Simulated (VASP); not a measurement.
```
InN
1.0
    0.00000     2.53980     2.53980
    2.53980     0.00000     2.53980
    2.53980     2.53980     0.00000
In N
1 1
Direct
  0.98622   0.01378   0.03347
  0.25000   0.25000   0.25000
```

The numbers are results of PBE GGA, VASP's PBE PAW potentials (set 64) (plane waves; VASP), not measurements. Numerical set-up: 520 eV cut-off, 7×7×7 Γ-centred mesh, Gaussian smearing of 0.050 eV, potentials In_d N.

**Question.** The ions, cell shape and volume are relaxed. Give the cell that the relaxation ends in.

**Answer.** 
```
InN
1.0
   -0.00060     2.52722     2.52774
    2.52348    -0.00010     2.52749
    2.52256     2.52593     0.00115
In N
1 1
Direct
  0.99297   0.00677   0.01692
  0.24325   0.25701   0.26655
```
Space group F-43m (216), at a tolerance of 0.03 Å.

**Question.** How do energy and volume change from the first to the last step?

**Answer.** The energy (σ→0) changes by -35.9 meV/atom and the volume by -1.7 %, in 11 ionic steps.

The compound is InN in the zinc blende structure, a metastable form; wurtzite is the usual one. In the starting cell atoms are displaced from their ideal sites. This run relaxes it. The k-mesh is coarse (spacing up to 0.31 per Å, 2π included), so the numbers may not be converged in it.
